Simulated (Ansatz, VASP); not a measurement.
CaO: VASP beside Ansatz

INCAR

```
  PREC = Accurate
  ENCUT = 520
  EDIFF = 1E-6
  ISMEAR = 0
  SIGMA = 0.02
  LREAL = F
  LASPH = T
  NELM = 60
  ALGO = Normal
  ISIF = 2
  LWAVE = F
  LCHARG = F
  GGA = PE
  NBANDS = 15
```

File KPOINTS:

```
regular mesh
0
Gamma
  8 8 8
```

POSCAR

```
CaO
1.0
    0.0000000000      2.3407385425      2.3407385425
    2.3407385425      0.0000000000      2.3407385425
    2.3407385425      2.3407385425      0.0000000000
Ca O
1 1
Direct
    0.0000000000      0.0000000000      0.0000000000
    0.5000000000      0.5000000000      0.5000000000
```

Input for Ansatz:

```yaml
crystal:
  lattice:
    - [0.0, 2.3407385425, 2.3407385425]
    - [2.3407385425, 0.0, 2.3407385425]
    - [2.3407385425, 2.3407385425, 0.0]
  atoms:
    - { symbol: Ca, position: [0.0, 0.0, 0.0] }
    - { symbol: O, position: [0.5, 0.5, 0.5] }
basis:
  ecutwfc: 420
kpoints:
  mp_grid: { grid: [8, 8, 8] }
hamiltonian:
  xc: pbe
scf:
  occupations: { method: gaussian, width: 0.02 }
output:
  forces: true
  stress: true
  eigenvalues: true
```

Alike in both runs: task single point; functional PBE; k mesh 8 × 8 × 8; occupations gaussian, width 0.02 eV; no spin polarisation.

|  | VASP | Ansatz |
| --- | --- | --- |
| version | VASP 6.6.1 | Ansatz 0.2.0 |
| potentials or method | VASP PAW PBE potentials, release 64 (Ca_sv, O) | scalar-relativistic, plane waves, PAW |
| plane-wave cutoff (eV) | 520 | 420 |
| valence electrons in the cell | 16 | 16 |

|  | VASP | Ansatz | Ansatz less VASP |
| --- | --- | --- | --- |
| gap on the k mesh at the Fermi level (eV) | 3.60 | 3.62 | +0.024 |
| least direct gap on the mesh (eV) | 3.95 | 3.97 | +0.022 |
| pressure (GPa) | 13.0 | 12.2 | -0.85 |

A k mesh can miss the band edges. Expect the measured gap to be larger: semilocal functionals such as PBE lack the derivative discontinuity.
